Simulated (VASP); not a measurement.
# GaAs (F-43m) in VASP: notebook

The runs below take GaAs through single point, with PBEsol, LDA.

All numbers are computed with VASP 6.6.1; they aren't measurements. Logs are shortened: lines on timing, memory, paths and dates and some standing lists are left out, and cuts for length are marked.

**Experimental background.**

From “Evidence of valence band perturbations in GaAsN/GaAs(001): A combined variable-angle spectroscopic ellipsometry and modulated photoreflectance investigation”, 2008, arxiv:0805.2212, for a bulk crystal of GaAs at 300 K: band gap 1.412 ± 0.01 eV (direct); band gap 1.418 ± 0.005 eV (direct).

The runs below are set against these values where they give the same quantity.

## 1. The crystal as given

It takes space group F-43m (No. 216, cubic). The conventional cell has a = 5.654 Å, b = 5.654 Å, c = 5.654 Å, α = 90.00°, β = 90.00°, γ = 90.00°. Around Ga (site symmetry -43m) lie 4 As at 2.45 Å. As (site symmetry -43m) is surrounded by 4 Ga at 2.45 Å.

## 2. Single point, PBEsol

INCAR reads:

```
PREC     = Accurate       # precision mode
ENCUT    = 520            # plane-wave cutoff, eV
EDIFF    = 1E-6           # SCF threshold, eV
ISMEAR   = -1             # smearing method
SIGMA    = 0.02           # smearing width, eV
LREAL    = False          # projectors in reciprocal space
LASPH    = True           # aspherical terms in the spheres
NELM     = 100            # most SCF steps
ALGO     = Normal         # electronic algorithm
ISIF     = 2              # what is computed and relaxed
LWAVE    = False          # write WAVECAR
LCHARG   = True           # write CHGCAR
GGA      = PS             # functional
LVHAR    = True         
NBANDS   = 16             # bands
KPAR     = 4
```

KPOINTS reads:

```
regular mesh
0
Gamma
  7 7 7
```

POSCAR reads:

```
GaAs
1.0
    0.0000000000      2.8268500000      2.8268500000
    2.8268500000      0.0000000000      2.8268500000
    2.8268500000      2.8268500000      0.0000000000
Ga As
1 1
Direct
    0.0000000000      0.0000000000      0.0000000000
    0.2500000000      0.2500000000      0.2500000000
```

Potentials or basis: VASP PAW PBE potentials, release 64 (Ga_d, As).

Run with:

```
$ cat potpaw_PBE.64/Ga_d/POTCAR potpaw_PBE.64/As/POTCAR > POTCAR
$ mpirun -np 4 vasp_std > vasp.out
```

OUTCAR:

```text
PREC = Accurate
   ENCUT = 520
   EDIFF = 1E-6
   ISMEAR = -1
   LREAL = False
   LASPH = True
   NELM = 100
   ISIF = 2
   GGA = PS

 ion  position               nearest neighbor table
   1  0.000  0.000  0.000-   2 2.45   2 2.45   2 2.45   2 2.45
   2  0.250  0.250  0.250-   1 2.45   1 2.45   1 2.45   1 2.45

  LATTYP: Found a face centered cubic cell.
 ALAT       =     5.6537000000

  Lattice vectors:

 A1 = (   0.0000000000,   2.8268500000,   2.8268500000)
 A2 = (   2.8268500000,   0.0000000000,   2.8268500000)
 A3 = (   2.8268500000,   2.8268500000,   0.0000000000)

Analysis of symmetry for initial positions (statically):
=====================================================================
 Subroutine PRICEL returns:
 Original cell was already a primitive cell.

 Routine SETGRP: Setting up the symmetry group for a
 face centered cubic supercell.

 Subroutine GETGRP returns: Found 24 space group operations
 (whereof 24 operations were pure point group operations)
 out of a pool of 48 trial point group operations.

The static configuration has the point symmetry T_d .

Analysis of symmetry for dynamics (positions and initial velocities):
=====================================================================
 Subroutine PRICEL returns:
 Original cell was already a primitive cell.

 Routine SETGRP: Setting up the symmetry group for a
 face centered cubic supercell.

 Subroutine GETGRP returns: Found 24 space group operations
 (whereof 24 operations were pure point group operations)
 out of a pool of 48 trial point group operations.

The dynamic configuration has the point symmetry T_d .

 Subroutine INISYM returns: Found 24 space group operations
 (whereof 24 operations are pure point group operations),
 and found     1 'primitive' translations

----------------------------------------------------------------------------------------

                                     Primitive cell

  volume of cell :      45.1792

  direct lattice vectors                    reciprocal lattice vectors
     0.000000000  2.826850000  2.826850000    -0.176875321  0.176875321  0.176875321
     2.826850000  0.000000000  2.826850000     0.176875321 -0.176875321  0.176875321
     2.826850000  2.826850000  0.000000000     0.176875321  0.176875321 -0.176875321

  length of vectors
     3.997769609  3.997769609  3.997769609     0.306357042  0.306357042  0.306357042

  position of ions in fractional coordinates (direct lattice)
     0.000000000  0.000000000  0.000000000
     0.250000000  0.250000000  0.250000000

  ion indices of the primitive-cell ions
   primitive index   ion index
                 1           1
                 2           2

----------------------------------------------------------------------------------------

 KPOINTS: regular mesh

Automatic generation of k-mesh.
 Grid dimensions read from file:
 generate k-points for:    7    7    7

 Generating k-lattice:

  Cartesian coordinates                     Fractional coordinates (reciprocal lattice)
    -0.025267903  0.025267903  0.025267903     0.142857143  0.000000000  0.000000000
     0.025267903 -0.025267903  0.025267903     0.000000000  0.142857143  0.000000000
     0.025267903  0.025267903 -0.025267903     0.000000000  0.000000000  0.142857143

  Length of vectors
     0.043765292  0.043765292  0.043765292

  Shift w.r.t. Gamma in fractional coordinates (k-lattice)
     0.000000000  0.000000000  0.000000000

 Subroutine IBZKPT returns following result:
 ===========================================

 Found     20 irreducible k-points:

 Following reciprocal coordinates:
            Coordinates               Weight
  0.000000  0.000000  0.000000      1.000000
  0.142857  0.000000  0.000000      8.000000
  0.285714  0.000000  0.000000      8.000000
  0.428571  0.000000  0.000000      8.000000
  0.142857  0.142857  0.000000      6.000000
  0.285714  0.142857  0.000000     24.000000
[... 12 lines left out ...]
 -0.428571  0.428571  0.142857     24.000000
 -0.285714  0.428571  0.142857     24.000000
   k-points           NKPTS =     20   k-points in BZ     NKDIM =     20   number of bands    NBANDS=     16
   number of dos      NEDOS =    301   number of ions     NIONS =      2
   total plane-waves  NPLWV =  27000
   dimension x,y,z NGX =    30 NGY =   30 NGZ =   30
   dimension x,y,z NGXF=    60 NGYF=   60 NGZF=   60
   ions per type =               1   1
   NGX,Y,Z   is equivalent  to a cutoff of  12.48, 12.48, 12.48 a.u.
   NGXF,Y,Z  is equivalent  to a cutoff of  24.95, 24.95, 24.95 a.u.
 SYSTEM =  unknown system
   PREC   = accura    normal or accurate (medium, high low for compatibility)
   ISTART =      0    job   : 0-new  1-cont  2-samecut
   ICHARG =      2    charge: 1-file 2-atom 10-const
   ISPIN  =      1    spin polarized calculation?
   LNONCOLLINEAR =      F non collinear calculations
   LSORBIT =      F    spin-orbit coupling
   LASPH  =      T    aspherical Exc in radial PAW
   ENCUT  =  520.0 eV  38.22 Ry    6.18 a.u.   7.43  7.43  7.43*2*pi/ulx,y,z
   NELM   =    100;   NELMIN=  2; NELMDL= -5     # of ELM steps
   EDIFF  = 0.1E-05   stopping-criterion for ELM
[... 8 lines left out ...]
   TEBEG  =    0.0;   TEEND  =   0.0 temperature during run
   PSTRESS=    0.0 pullay stress
   NELECT =      18.0000    total number of electrons
   NUPDOWN=      -1.0000    fix difference up-down
   EMIN   =  10.00;   EMAX   =-10.00  energy-range for DOS
   EFERMI =   0.00;   METHOD = LEGACY
   ISMEAR =    -1;   SIGMA  =   0.02  broadening in eV -4-tet -1-fermi 0-gaus
   EFERMI_NEDOS =   21; number of points for ismear=-14 and -15
   IALGO  =     38    algorithm
   IMIX   =      4    mixing-type and parameters
     AMIX     =   0.40;   BMIX     =  1.00
     AMIX_MAG =   1.60;   BMIX_MAG =  1.00
  volume/ion in A,a.u.               =      22.59       152.44
  Fermi-wavevector in a.u.,A,eV,Ry     =   1.204628  2.276417 19.743799  1.451128
  Thomas-Fermi vector in A             =   2.340347
   LORBIT       =      0    0 simple, 1 ext, 2 COOP (PROOUT), +10 PAW based schemes
   GGA     = PS    functional components
   LHFCALC =     F    Hartree Fock is set to
   AEXX    =    0.0000 exact exchange contribution
   IVDW    =     0    specifies the selected vdW correction
   LEPSILON=     F    determine dielectric tensor
   LRPA    =     F    only Hartree local field effects (RPA)
 non-spin polarized calculation
  energy-cutoff  :      520.00
  volume of cell :       45.18
 maximum number of plane-waves:      1243
 NGX is ok and might be reduce to    30
   NGX = 15   NGY = 15   NGZ = 15

 number of electron      17.9999995 magnetization

 Free energy of the ion-electron system (eV)
  ---------------------------------------------------
  ext. energy  EPLUGINS =         0.00000000
  ---------------------------------------------------
  free energy    TOTEN  =        -9.08104024 eV

  energy without entropy =       -9.08104019  energy(sigma->0) =       -9.08104021

 E-fermi :   4.0466     XC(G=0):  -9.7712

 val. band max:        3.8084251468   @ k =   0.0000   0.0000   0.0000
 cond. band min:       4.2628365197   @ k =   0.0000   0.0000   0.0000
 fundamental gap:      0.4544113729
 Fermi energy:         4.0466116763

 k-point     1 :       0.0000    0.0000    0.0000
  band No.  band energies     occupation
      1     -10.9720      2.00000
      2     -10.9720      2.00000
      3     -10.9720      2.00000
      4     -10.8921      2.00000
      5     -10.8921      2.00000
      6      -8.9443      2.00000
[... 8 lines left out ...]
     15      13.9152      0.00000
     16      13.9152      0.00000

 k-point     2 :       0.1429    0.0000    0.0000
  band No.  band energies     occupation
      1     -10.9896      2.00000
      2     -10.9674      2.00000
      3     -10.9674      2.00000
      4     -10.8923      2.00000
      5     -10.8923      2.00000
      6      -8.7056      2.00000
[... 8 lines left out ...]
     15      12.9073      0.00000
     16      12.9073      0.00000

 k-point     3 :       0.2857    0.0000    0.0000
  band No.  band energies     occupation
      1     -11.0248      2.00000
      2     -10.9585      2.00000
      3     -10.9585      2.00000
      4     -10.8913      2.00000
      5     -10.8913      2.00000
      6      -8.0568      2.00000
[... 8 lines left out ...]
     15      12.9709      0.00000
     16      12.9709      0.00000

 k-point     4 :       0.4286    0.0000    0.0000
  band No.  band energies     occupation
      1     -11.0499      2.00000
      2     -10.9531      2.00000
      3     -10.9531      2.00000
      4     -10.8887      2.00000
      5     -10.8887      2.00000
      6      -7.3102      2.00000
[... 8 lines left out ...]
     15      14.7551      0.00000
     16      14.7551      0.00000

 k-point     5 :       0.1429    0.1429    0.0000
  band No.  band energies     occupation
      1     -10.9993      2.00000
      2     -10.9630      2.00000
      3     -10.9630      2.00000
      4     -10.8960      2.00000
      5     -10.8896      2.00000
      6      -8.6262      2.00000
[... 8 lines left out ...]
     15      12.8451      0.00000
     16      14.2446      0.00000

 k-point     6 :       0.2857    0.1429    0.0000
  band No.  band energies     occupation
      1     -11.0269      2.00000
      2     -10.9554      2.00000
      3     -10.9534      2.00000
      4     -10.8988      2.00000
      5     -10.8876      2.00000
      6      -8.1101      2.00000
[... 8 lines left out ...]
     15      14.0737      0.00000
     16      14.2146      0.00000

 k-point     7 :       0.4286    0.1429    0.0000
  band No.  band energies     occupation
      1     -11.0505      2.00000
      2     -10.9506      2.00000
      3     -10.9471      2.00000
      4     -10.8966      2.00000
      5     -10.8864      2.00000
      6      -7.3528      2.00000
[... 8 lines left out ...]
     15      14.6054      0.00000
     16      15.5455      0.00000

 k-point     8 :      -0.4286    0.1429    0.0000
  band No.  band energies     occupation
      1     -11.0565      2.00000
      2     -10.9496      2.00000
      3     -10.9468      2.00000
      4     -10.8918      2.00000
      5     -10.8891      2.00000
      6      -7.0238      2.00000
[... 8 lines left out ...]
     15      14.3563      0.00000
     16      14.6246      0.00000

 k-point     9 :      -0.2857    0.1429    0.0000
  band No.  band energies     occupation
      1     -11.0412      2.00000
      2     -10.9526      2.00000
      3     -10.9519      2.00000
      4     -10.8938      2.00000
      5     -10.8899      2.00000
      6      -7.6116      2.00000
[... 8 lines left out ...]
     15      13.6496      0.00000
     16      15.6384      0.00000
[... 96 lines left out ...]
 k-point    15 :       0.4286    0.4286    0.0000
  band No.  band energies     occupation
      1     -11.0807      2.00000
      2     -10.9249      2.00000
      3     -10.9249      2.00000
      4     -10.9168      2.00000
      5     -10.8798      2.00000
      6      -6.6609      2.00000
[... 8 lines left out ...]
     15      16.7130      0.00000
     16      17.3276      0.00000

 k-point    16 :      -0.4286    0.4286    0.0000
  band No.  band energies     occupation
      1     -11.0807      2.00000
      2     -10.9288      2.00000
      3     -10.9247      2.00000
      4     -10.9131      2.00000
      5     -10.8814      2.00000
      6      -6.4094      2.00000
[... 8 lines left out ...]
     15      15.5644      0.00000
     16      17.1150      0.00000

 k-point    17 :       0.4286    0.2857    0.1429
  band No.  band energies     occupation
      1     -11.0486      2.00000
      2     -10.9479      2.00000
      3     -10.9438      2.00000
      4     -10.9015      2.00000
      5     -10.8862      2.00000
      6      -7.5200      2.00000
[... 8 lines left out ...]
     15      15.1383      0.00000
     16      15.7649      0.00000

 k-point    18 :      -0.4286    0.2857    0.1429
  band No.  band energies     occupation
      1     -11.0620      2.00000
      2     -10.9459      2.00000
      3     -10.9372      2.00000
      4     -10.8992      2.00000
      5     -10.8879      2.00000
      6      -6.8568      2.00000
[... 8 lines left out ...]
     15      14.8505      0.00000
     16      16.1669      0.00000

 k-point    19 :      -0.4286    0.4286    0.1429
  band No.  band energies     occupation
      1     -11.0740      2.00000
      2     -10.9354      2.00000
      3     -10.9281      2.00000
      4     -10.9085      2.00000
      5     -10.8838      2.00000
      6      -6.5755      2.00000
[... 8 lines left out ...]
     15      15.7019      0.00000
     16      17.2002      0.00000

 k-point    20 :      -0.2857    0.4286    0.1429
  band No.  band energies     occupation
      1     -11.0708      2.00000
      2     -10.9410      2.00000
      3     -10.9288      2.00000
      4     -10.9030      2.00000
      5     -10.8878      2.00000
      6      -6.4434      2.00000
[... 8 lines left out ...]
     15      15.1679      0.00000
     16      17.4444      0.00000

------------------------ aborting loop because EDIFF is reached ----------------------------------------

  FORCE on cell =-STRESS in cart. coord.  units (eV):
  Direction    XX          YY          ZZ          XY          YZ          ZX
  --------------------------------------------------------------------------------------
  -------------------------------------------------------------------------------------
  Total        0.0931750      0.0931750      0.0931750     -0.0000000      0.0000000      0.0000000
  in kB        3.3042419      3.3042419      3.3042419     -0.0000000      0.0000000      0.0000000
  external PRESSURE =       3.3042419 kB  Pullay stress =       0.0000000 kB

 VOLUME and BASIS-vectors are now :
 -----------------------------------------------------------------------------
  energy-cutoff  :      520.00
  volume of cell :       45.18
      direct lattice vectors                 reciprocal lattice vectors
     0.000000000  2.826850000  2.826850000    -0.176875321  0.176875321  0.176875321
     2.826850000  0.000000000  2.826850000     0.176875321 -0.176875321  0.176875321
     2.826850000  2.826850000  0.000000000     0.176875321  0.176875321 -0.176875321

 POSITION                                       TOTAL-FORCE (eV/Angst)
 -----------------------------------------------------------------------------------
      0.00000      0.00000      0.00000        -0.000000     -0.000000     -0.000000
      1.41342      1.41342      1.41342         0.000000      0.000000      0.000000
 -----------------------------------------------------------------------------------
    total drift:                                0.000000      0.000000      0.000000

  FREE ENERGIE OF THE ION-ELECTRON SYSTEM (eV)
  ---------------------------------------------------
  free  energy   TOTEN  =        -9.0810402436 eV

  energy  without entropy=       -9.0810401854  energy(sigma->0) =       -9.08104021
```

It took 7.3 s on 4 MPI ranks of Intel Xeon Platinum 8488C (Sapphire Rapids), shared host; peak memory 0.16 GiB.

Results:

| Property | Result |
| --- | --- |
| Free energy | -9.0810 eV |
| Pressure | 0.3 GPa |
| Band gap on the k mesh | 0.45 eV, direct |

Caveat: the PAW data sets were made with another functional, which shifts forces and pressure a little.

## 3. Single point, LDA

INCAR: that of step 2 with these lines changed.

```diff
@@ -1,3 +1,3 @@
 PREC     = Accurate       # precision mode
-ENCUT    = 520            # plane-wave cutoff, eV
+ENCUT    = 300            # plane-wave cutoff, eV
 EDIFF    = 1E-6           # SCF threshold, eV
@@ -12,3 +12,2 @@
 LCHARG   = True           # write CHGCAR
-GGA      = PS             # functional
 LVHAR    = True
```

KPOINTS reads:

```
regular mesh
0
Gamma
  4 4 4
```

POSCAR is that of step 2.

Potentials or basis: VASP PAW LDA potentials, release 64 (Ga_d, As).

Run with:

```
$ cat potpaw_LDA.64/Ga_d/POTCAR potpaw_LDA.64/As/POTCAR > POTCAR
$ mpirun -np 4 vasp_std > vasp.out
```

Wall time 2.2 s (4 MPI ranks of Intel Xeon Platinum 8488C (Sapphire Rapids), shared host); peak memory 0.11 GiB.

It converged, with:

```
Free energy            : -9.4476 eV
Band gap on the k mesh : 0.31 eV, direct
```

Levels at points of the mesh, in eV from the valence-band top:
```
           k point  band 5  band 6  band 7  band 8  band 9  band 10  band 11  band 12  band 13  band 14
(0.00, 0.00, 0.00)  -14.90  -12.77    0.00    0.00    0.00     0.31     3.63     3.63     3.63     7.30
(0.50, 0.00, 0.00)  -14.90  -11.00   -6.72   -1.15   -1.15     0.83     4.54     4.54     7.52    10.19
(0.50, 0.50, 0.00)  -14.89  -10.25   -6.91   -2.71   -2.71     1.30     1.52    10.02    10.02    10.78
```

Caveat: the k mesh is coarse (spacing up to 0.48 Å⁻¹), so the values aren't converged; the cutoff is under 1.25 times the usual one of these potentials, so pressure, stress and relaxed cells hold a basis-set (Pulay) error. A hybrid or GW would open this gap; LDA tends to underestimate it.

[end of part 1 of 2]
